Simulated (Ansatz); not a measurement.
## Cu in Ansatz: the effect of functional

Cu:

```
Cu
1.0
     1.19359   -3.89520    0.00000
     1.19359    3.89520    0.00000
     0.00000    0.00000    2.42496
Cu
2
Cartesian
  1.1936 -2.8523 1.8187
  1.1936 2.8523 0.6062
```

This isn't the form of Cu at room conditions, which is fcc.

The cell isn't the ideal one: volume scaled by 0.94.

Alike in all runs:

```yaml
Program: Ansatz 0.2.0
Task: single point
Potentials_or_basis: Ansatz PAW
k_mesh: 11 × 11 × 11
Occupations: fermi-dirac, width 0.05 eV
Spin: no spin polarisation
```

```csv
functional,cutoff,pressure (GPa),largest force (eV/Å)
LDA,420 eV (not typed: the program's choice for these potentials),2.2,0.04
PBEsol,420 eV (not typed: the program's choice for these potentials),?,?
r2SCAN,500 eV (not typed: the program's choice for these potentials),10.9,0.10
```

Q: What does the run with functional PBEsol give?

A: Pressure 9.0 GPa; largest force 0.08 eV/Å.

Caveats: the PAW data sets come from PBE, with cores solved anew for the run's functional, which leaves a small shift of forces and pressure.
